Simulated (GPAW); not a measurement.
# Ag (Fm-3m) in GPAW: further runs, part 2 of 2

GPAW 26.7.0. The steps go on from the part before.

### 5 Single point, PBEsol

File run.py:

```python
from ase.dft.bandgap import bandgap
from ase.io import read, write
from ase.units import GPa
from gpaw import GPAW, PW, setup_paths

setup_paths.insert(0, '.')

atoms = read('Ag.cif')

calc = GPAW(mode=PW(500),
            xc='PBEsol',
            kpts={'size': (5, 5, 5), 'gamma': True},
            occupations={'name': 'fermi-dirac', 'width': 0.01},
            nbands=57,
            convergence={'density': 1e-05, 'energy': 1e-05},
            maxiter=150,
            txt='gpaw.txt')
atoms.calc = calc
energy = atoms.get_potential_energy()
forces = atoms.get_forces()
stress = atoms.get_stress()
calc.write('gs.gpw')
write('result.traj', atoms)
print(f'Energy: {energy:.6f} eV')
print('Forces (eV/A):')
print(forces.round(4))
print('Stress (GPa):', (stress / GPa).round(3))
print('Fermi level:', round(calc.get_fermi_level(), 4), 'eV')
print(f'Gap: {bandgap(calc)[0]:.4f} eV, direct: {bandgap(calc, direct=True)[0]:.4f} eV')
```

File Ag.cif:

```cif
data_Ag
_cell_length_a 4.08550000
_cell_length_b 4.08550000
_cell_length_c 4.08550000
_cell_angle_alpha 90.00000000
_cell_angle_beta 90.00000000
_cell_angle_gamma 90.00000000
_space_group_name_H-M_alt 'Fm-3m'
_space_group_name_Hall '-F 4 2 3'
_space_group_IT_number 225
loop_
_space_group_symop_operation_xyz
'x,y,z'
'-x,-y,-z'
'-y,x,z'
'y,-x,-z'
'-x,-y,z'
'x,y,-z'
'y,-x,z'
'-y,x,-z'
'x,-y,-z'
'-x,y,z'
'-y,-x,-z'
'y,x,z'
'-x,y,-z'
'x,-y,z'
'y,x,-z'
'-y,-x,z'
'z,x,y'
'-z,-x,-y'
'z,-y,x'
'-z,y,-x'
'z,-x,-y'
'-z,x,y'
'z,y,-x'
'-z,-y,x'
'-z,x,-y'
'z,-x,y'
'-z,-y,-x'
'z,y,x'
'-z,-x,y'
'z,x,-y'
'-z,y,x'
'z,-y,-x'
'y,z,x'
'-y,-z,-x'
'x,z,-y'
'-x,-z,y'
'-y,z,-x'
'y,-z,x'
'-x,z,y'
'x,-z,-y'
'-y,-z,x'
'y,z,-x'
'-x,-z,-y'
'x,z,y'
'y,-z,-x'
'-y,z,x'
'x,-z,y'
'-x,z,-y'
'x,y+1/2,z+1/2'
'-x,-y+1/2,-z+1/2'
'-y,x+1/2,z+1/2'
[... 62 lines left out ...]
'-z+1/2,-x,-y+1/2'
'z+1/2,-y,x+1/2'
'-z+1/2,y,-x+1/2'
'z+1/2,-x,-y+1/2'
'-z+1/2,x,y+1/2'
'z+1/2,y,-x+1/2'
'-z+1/2,-y,x+1/2'
'-z+1/2,x,-y+1/2'
'z+1/2,-x,y+1/2'
'-z+1/2,-y,-x+1/2'
'z+1/2,y,x+1/2'
'-z+1/2,-x,y+1/2'
'z+1/2,x,-y+1/2'
'-z+1/2,y,x+1/2'
'z+1/2,-y,-x+1/2'
'y+1/2,z,x+1/2'
'-y+1/2,-z,-x+1/2'
'x+1/2,z,-y+1/2'
'-x+1/2,-z,y+1/2'
'-y+1/2,z,-x+1/2'
'y+1/2,-z,x+1/2'
'-x+1/2,z,y+1/2'
'x+1/2,-z,-y+1/2'
'-y+1/2,-z,x+1/2'
'y+1/2,z,-x+1/2'
'-x+1/2,-z,-y+1/2'
'x+1/2,z,y+1/2'
'y+1/2,-z,-x+1/2'
'-y+1/2,z,x+1/2'
'x+1/2,-z,y+1/2'
'-x+1/2,z,-y+1/2'
'x+1/2,y+1/2,z'
'-x+1/2,-y+1/2,-z'
'-y+1/2,x+1/2,z'
'y+1/2,-x+1/2,-z'
'-x+1/2,-y+1/2,z'
'x+1/2,y+1/2,-z'
'y+1/2,-x+1/2,z'
'-y+1/2,x+1/2,-z'
'x+1/2,-y+1/2,-z'
'-x+1/2,y+1/2,z'
'-y+1/2,-x+1/2,-z'
'y+1/2,x+1/2,z'
'-x+1/2,y+1/2,-z'
'x+1/2,-y+1/2,z'
'y+1/2,x+1/2,-z'
'-y+1/2,-x+1/2,z'
'z+1/2,x+1/2,y'
'-z+1/2,-x+1/2,-y'
'z+1/2,-y+1/2,x'
'-z+1/2,y+1/2,-x'
'z+1/2,-x+1/2,-y'
'-z+1/2,x+1/2,y'
'z+1/2,y+1/2,-x'
'-z+1/2,-y+1/2,x'
'-z+1/2,x+1/2,-y'
'z+1/2,-x+1/2,y'
'-z+1/2,-y+1/2,-x'
'z+1/2,y+1/2,x'
'-z+1/2,-x+1/2,y'
'z+1/2,x+1/2,-y'
'-z+1/2,y+1/2,x'
'z+1/2,-y+1/2,-x'
'y+1/2,z+1/2,x'
'-y+1/2,-z+1/2,-x'
'x+1/2,z+1/2,-y'
'-x+1/2,-z+1/2,y'
'-y+1/2,z+1/2,-x'
'y+1/2,-z+1/2,x'
'-x+1/2,z+1/2,y'
'x+1/2,-z+1/2,-y'
'-y+1/2,-z+1/2,x'
'y+1/2,z+1/2,-x'
'-x+1/2,-z+1/2,-y'
'x+1/2,z+1/2,y'
'y+1/2,-z+1/2,-x'
'-y+1/2,z+1/2,x'
'x+1/2,-z+1/2,y'
'-x+1/2,z+1/2,-y'
loop_
_atom_site_label
_atom_site_type_symbol
_atom_site_symmetry_multiplicity
_atom_site_Wyckoff_symbol
_atom_site_fract_x
_atom_site_fract_y
_atom_site_fract_z
_atom_site_occupancy
Ag1 Ag 4 a 0.0000000000 0.0000000000 0.0000000000 1
```

Potentials or basis: PAW data sets generated in the run's folder for this functional, pw.

Command:

```sh
$ gpaw-setup -f PBEsol Ag
$ OMP_NUM_THREADS=1 python run.py
```

gpaw.txt:

```text
__  _  _
 | _ |_)|_||  |
 |__||  | ||/\| - 26.7.0

Input parameters:
  mode=PW(ecut=500.0),
  convergence={'density': 1e-05, 'energy': 1e-05},
  kpts=MonkhorstPack(size=(5, 5, 5), gamma=True),
  maxiter=150,
  nbands=57,
  occupations=Occupations(name='fermi-dirac', width=0.01),
  xc=XC(name='PBEsol')

Diagonalizing LCAO Hamiltonian
Converting LCAO to pw mode
    .---------.
   /|         |
  / |         |
 *  |         |
 |Ag|         |
 |  .---------.
 | /  Ag     /
 |/    Ag   /
 Ag--------*

Atoms  # Å, Bohr magnetons
|   | symbol |        x |        y |        z |    initial magnetic moments |
|---|--------|----------|----------|----------|-----------------------------|
| 0 |     Ag | 0.000000 | 0.000000 | 0.000000 | ( 0.0000,  0.0000,  0.0000) |
| 1 |     Ag | 0.000000 | 2.042750 | 2.042750 | ( 0.0000,  0.0000,  0.0000) |
| 2 |     Ag | 2.042750 | 0.000000 | 2.042750 | ( 0.0000,  0.0000,  0.0000) |
| 3 |     Ag | 2.042750 | 2.042750 | 0.000000 | ( 0.0000,  0.0000,  0.0000) |

Unit cell  # Å
| periodic |        x |        y |        z |  lengths |    angles |
[... 181 lines left out ...]
  Zero:              0.714947
  External:          0.000000
  Xc:               -8.975285
  Entropy:          -0.003190
  Spinorbit:         0.000000
  ----------------------------
  Free energy:     -13.680714
  Extrapolated:    -13.679119

dipole moment: (-25.612039, -25.612039, -25.612039)  # |e|*Ang

Fermi level: 7.827
Eigenvalues  # (at kpt = [0.000, 0.000, 0.000])
| band index |      eig [eV] | occ [0-2] |
|------------|---------------|-----------|
|          0 |       -47.335 |     2.000 |
|        ... |               |           |
|         25 |         5.188 |     2.000 |
|         26 |         5.188 |     2.000 |
|         27 |         5.434 |     2.000 |
|         28 |         5.434 |     2.000 |
|         29 |         5.434 |     2.000 |
|         30 |         5.434 |     2.000 |
[... 8 lines left out ...]
|         39 |        18.724 |     0.000 |
|         40 |        18.724 |     0.000 |
|        ... |               |           |
|         56 |        33.302 |     0.000 |

No gap
No difference between direct/indirect transitions

Forces  # eV/Ang
|        x |        y |       z |
|----------|----------|---------|
| -0.00000 | -0.00000 | 0.00000 |  # Ag   0
|  0.00000 | -0.00000 | 0.00000 |  # Ag   1
|  0.00000 |  0.00000 | 0.00000 |  # Ag   2
|  0.00000 |  0.00000 | 0.00000 |  # Ag   3

Stress tensor  # eV/Ang^3
|        x |        y |        z |
|----------|----------|----------|
| 0.010597 | 0.000000 | 0.000000 |
| 0.000000 | 0.010597 | 0.000000 |
| 0.000000 | 0.000000 | 0.010597 |

# Writing to gs.gpw (mode='')
```

It took 38 s on 1 thread of Arm Neoverse V1, shared host; peak memory 0.18 GiB.

What came out:

| Property | Result |
| --- | --- |
| Free energy | -13.6807 eV |
| Pressure | -1.7 GPa |
| Band gap on the k mesh | none (metal or under the smearing width) |

Levels at points of the mesh, in eV from the Fermi level:
```
           k point  band 32  band 33  band 34  band 35  band 36  band 37
(0.00, 0.00, 0.00)    -2.39    -2.39     1.76     1.76     1.76     7.01
```

Caveat: the cutoff is short for stress and forces, so pressures can be off by a GPa or more.

### 6 The runs side by side

| level | potentials or basis | k mesh | cutoff (eV) | smearing | data set | gap on the mesh (eV) | pressure (GPa) |
| --- | --- | --- | --- | --- | --- | --- | --- |
| PBE | GPAW PAW data sets (gpaw-data 1.2.1), pw | 11 × 11 × 11 | 600 | fermi-dirac 0.05 eV | - | none | 4.3 |
| PBE | GPAW PAW data sets (gpaw-data 1.2.1), other valence, pw | 9 × 9 × 9 | 500 | fermi-dirac 0.01 eV | Ag 11 | none | 5.3 |
| PBEsol | PAW data sets generated in the run's folder for this functional, pw | 5 × 5 × 5 | 500 | fermi-dirac 0.01 eV | - | none | -1.7 |

Alike in all rows: task single point; no spin polarisation; cell as given.

Caveats: the cutoff is short for stress and forces, so pressures can be off by a GPa or more (some runs).

Absolute energies hang on the potentials; compare differences alone.
